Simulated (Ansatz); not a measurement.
## Si under changes of volume

One of the cells (20.165 Å³/atom); the others are scaled copies at fixed shape and fractional positions:

```
Si
1.0
     0.00000    2.72185    2.72185
     2.72185    0.00000    2.72185
     2.72185    2.72185    0.00000
Si
2
Cartesian
  2.7219 2.7219 2.7219
  4.0828 4.0828 4.0828
```

| Property | Result |
| --- | --- |
| Program | Ansatz 0.2.0 |
| Functional | PBE |
| Dispersion | D4 |
| Potentials or basis | Ansatz PAW |
| Cutoff | 420 eV (not typed: the program's choice for these potentials) |
| k mesh | 8 × 8 × 8 |
| Occupations | fermi-dirac, width 0.05 eV |
| Spin | no spin polarisation |

```tsv
volume (Å³/atom)	energy over the lowest point (meV/atom)	pressure (GPa)	gap on the mesh (eV)
18.955	14.06	5.1	0.52
19.358	?	?	?
19.761	0.00	0.7	0.59
20.165	0.77	-1.2	0.63
20.568	6.00	-2.9	0.66
20.971	15.19	-4.4	0.69
21.375	27.87	-5.7	0.72
```

Q: What does the run at 19.358 Å³/atom give?

A: Energy over the lowest point 4.24 meV/atom; pressure 2.8 GPa; gap on the mesh 0.56 eV.

Worked out: A Birch-Murnaghan fit of order 3 (a polynomial in V^(-2/3)) to the other rows has its minimum at 19.89 Å³/atom with B0 = V·E''(V) = 94 GPa and B' = 4.9. It gives 4.21 meV/atom at 19.358 Å³/atom, against the run's 4.24, and -dE/dV = 2.8 GPa, against 2.8. A straight line through the other rows of the gap, of slope 1.67 eV per unit of ln V, gives 0.56 eV, against the run's 0.56.

Energies are extrapolated to zero smearing.

A mesh can miss the band edges.
